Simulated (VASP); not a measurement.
From an Ansatz input to VASP: CdS (rocksalt)

Ansatz input

```yaml
crystal:
  lattice:
    - [0.0, 2.7267765445, 2.7267765445]
    - [2.7267765445, 0.0, 2.7267765445]
    - [2.7267765445, 2.7267765445, 0.0]
  atoms:
    - { symbol: Cd, position: [0.0, 0.0, 0.0] }
    - { symbol: S, position: [0.5, 0.5, 0.5] }
kpoints:
  mp_grid: { grid: [4, 4, 4] }
hamiltonian:
  xc: pbe
scf:
  occupations: { method: fixed }
gw:
  n_empty_bands: 121
  ecut_chi: 120
  qp_bands: [v2, c2]
  qp_kpoints: band_edges
  screening: { model: contour_deformation }
```

Question: Write VASP inputs for this cell and level of theory.

Answer: 

INCAR, step 1 (ground state)

```
SIGMA = 0.01
PREC = Accurate
EDIFF = 1E-7
LWAVE = .TRUE.
ENCUT = 400
GGA = PE
NELM = 120
ISMEAR = 0
LASPH = .TRUE.
LREAL = .FALSE.
LCHARG = .FALSE.
```

INCAR, step 2 (empty bands)

```
LWAVE = .TRUE.
PREC = Accurate
LOPTICS = .TRUE.
ISTART = 1
ENCUT = 400
ALGO = Exact
ISMEAR = 0
GGA = PE
LCHARG = .FALSE.
LASPH = .TRUE.
SIGMA = 0.01
NBANDS = 134
LREAL = .FALSE.
NELM = 1
EDIFF = 1E-7
```

INCAR, step 3 (GW)

```
ISTART = 1
ALGO = EVGW0
ENCUT = 400
LWAVE = .FALSE.
NOMEGA = 64
LASPH = .TRUE.
NBANDS = 134
SIGMA = 0.01
ISMEAR = 0
LREAL = .FALSE.
ENCUTGW = 120
ENCUTGWSOFT = 120
PRECFOCK = Fast
EDIFF = 1E-7
GGA = PE
NELM = 120
PREC = Accurate
NBANDSGW = 21
LCHARG = .FALSE.
NELMGW = 1
```

KPOINTS

```
KPOINTS created by Atomic Simulation Environment
0
Gamma
4 4 4
0 0 0
```

POSCAR

```
Cd S
 1.0000000000000000
     0.0000000000000000    2.7267765444985561    2.7267765444985561
     2.7267765444985561    0.0000000000000000    2.7267765444985561
     2.7267765444985561    2.7267765444985561    0.0000000000000000
 Cd  S
   1   1
Cartesian
  0.0000000000000000  0.0000000000000000  0.0000000000000000
  2.7267765444985561  2.7267765444985561  2.7267765444985561
```

VASP ran with the GW set of PAW datasets (26 valence electrons in the cell). Other inputs would serve too.

|  | Ansatz | VASP |
| --- | --- | --- |
| PBE gap on the mesh | 0.22 eV | 0.21 eV |
| G₀W₀ gap on the mesh | 0.83 eV | 1.07 eV |

The two codes use different PAW datasets and cutoffs. VASP's cell holds 26 valence electrons and Ansatz's 26. Both sum 121 empty bands with a screening cutoff of 120 eV, short of the basis and mesh limit, and the G₀W₀ gap is that of the linearised levels of the first step.
